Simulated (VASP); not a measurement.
Here is a VASP 6.6.1 calculation.

File POSCAR:

```
NaCl
1.0
   -0.0000000000      2.8038634506      2.8038634506
    2.8038634506     -0.0000000000      2.8038634506
    2.8038634506      2.8038634506     -0.0000000000
  Na              Cl
     1     1
Direct
     0.0000000000000000    0.0000000000000000    0.0000000000000000
     0.5000000000000000    0.5000000000000000    0.5000000000000000
```

File INCAR.step1:

```
SYSTEM = NaCl
  PREC = Accurate
  ENCUT = 600
  EDIFF = 1E-8
  ISMEAR = 0
  SIGMA = 0.03
  LREAL = .FALSE.
  LASPH = .TRUE.
  NELM = 80
  ALGO = Fast
  ISIF = 3
  LWAVE = .FALSE.
  LCHARG = .FALSE.
  GGA = PS
  PSTRESS = 15.0
  IBRION = 2
  NSW = 40
  EDIFFG = -0.002
```

File INCAR.step2:

```
SYSTEM = NaCl
  PREC = Accurate
  ENCUT = 600
  EDIFF = 1E-8
  ISMEAR = 0
  SIGMA = 0.03
  LREAL = .FALSE.
  LASPH = .TRUE.
  NELM = 80
  ALGO = Fast
  ISIF = 2
  LWAVE = .FALSE.
  LCHARG = .FALSE.
  GGA = PS
  PSTRESS = 15.0
  IBRION = 6
  NFREE = 2
  POTIM = 0.015
  NSW = 1
```

Contents of KPOINTS:

```
regular mesh
0
G
  8 8 8
  0 0 0
```

Potentials or basis: VASP PAW PBE potentials, release 64 (Na_pv, Cl).

The run is started by

```sh
$ cat potpaw_PBE.64/Na_pv/POTCAR potpaw_PBE.64/Cl/POTCAR > POTCAR
$ cp INCAR.step1 INCAR
$ mpirun -np 1 vasp_std > vasp.out
$ cp CONTCAR POSCAR
$ cp INCAR.step2 INCAR
$ mpirun -np 1 vasp_std > vasp.out
```

(1) What does it give for the highest phonon frequency at Γ, LO-TO splitting left out?

(2) Predict the relaxed volume.

(3) Estimate the space group after relaxing (to 0.05 Å).

## Answers

(1) 189 cm⁻¹.

(2) 20.91 Å³/atom.

(3) Fm-3m (No. 225).

Caveat: the PAW data sets were made with another functional, which shifts forces and pressure a little.
